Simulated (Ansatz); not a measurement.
SrF2 (fluorite, Fm-3m), plane-wave PAW LDA (Ansatz code). The conduction-band minimum lies at Γ, with 1 equivalent valley. Second derivatives d²E/dk² of the lowest band at one valley (eV·Å²), along Cartesian directions:

```json
[
 {"direction": "[100]", "d²E/dk²": "15.14"},
 {"direction": "[010]", "d²E/dk²": "15.14"},
 {"direction": "[001]", "d²E/dk²": "15.14"},
 {"direction": "[110]", "d²E/dk²": "15.14"},
 {"direction": "[101]", "d²E/dk²": "15.14"},
 {"direction": "[011]", "d²E/dk²": "15.14"}
]
```

Problem. Find the principal effective masses, the density-of-states mass and the conductivity mass.

Solution. Off-diagonal terms follow from H_xy = H[110] − (H_xx + H_yy)/2, and m*/mₑ = 7.620 eV·Å² over each eigenvalue: 0.50, 0.50, 0.50. One valley's DOS mass (m₁m₂m₃)^(1/3) = 0.50, conductivity mass 3/(Σ 1/mᵢ) = 0.50 mₑ.

Problem. What effective density of states Nc follows at 300 K for parabolic valleys?

Solution. Nc = 2.509e19 × 1 × (0.50)^(3/2) ≈ 8.9e18 cm⁻³.

Problem. With the computed static dielectric constant 6.68 (mean of the diagonal), estimate a hydrogenic donor's binding energy and radius.

Solution. E = 13.606 eV × 0.50/6.68² ≈ 150 meV; a = 0.529 Å × ε/m* ≈ 7.1 Å. Semilocal masses tend to be too small where the gap is.

Symmetry was held in the LDA relaxation; phonons on a q-mesh show no instability. Scalar-relativistic: spin–orbit coupling is off unless named, which matters more the heavier the elements.

Potentials: the later of the program's two PAW sets.
